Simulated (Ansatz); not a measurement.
## SrVO3: computed properties

The calculation used DFT PBEsol, scalar-relativistic, plane waves, PAW in Ansatz.

Cutoff 420 eV; k points 10×10×10 on the computed 5-atom cell (Γ-centred); Gaussian smearing, width 0.10 eV; collinear spin from starting moments 0 0.22 0 0 0 μB.

The structure is relaxed at this level of theory with its symmetry kept. Whether it is the stable form of this composition wasn't checked.

```
Sr V O
1.0
     3.81032    0.00000    0.00000
     0.00000    3.81032    0.00000
     0.00000    0.00000    3.81032
Sr V O
1 1 3
Direct
  0.50000 0.50000 0.50000
  0.00000 0.00000 0.00000
  0.50000 0.00000 0.00000
  0.00000 0.50000 0.00000
  0.00000 0.00000 0.50000
```

Problem. Formation energy from the elements' standard states (uncorrected)?

Solution. -2.871 eV/atom.

Problem. Density of states at the Fermi level?

Solution. 1.59 states/eV per cell.

Problem. Löwdin character within 0.5 eV of the Fermi level?

Solution. V 3d 79 %, O 2p 18 %.

Problem. Bulk modulus?

Solution. 199 GPa.

Problem. Its pressure derivative?

Solution. 4.4.

Problem. Bader charges (e)?

Solution. Sr (1 in the cell) 1.57, V (1 in the cell) 2.05, O (3 in the cell) -1.21.

Problem. Total moment?

Solution. 0.27 μB per cell.

Problem. Site moments (μB; atoms counted from 1 over the whole cell)?

Solution. V (atom 2) 0.20.

Only this magnetic start was tried.

Symmetry holds off the tilts and polar distortions that many cubic perovskites undergo.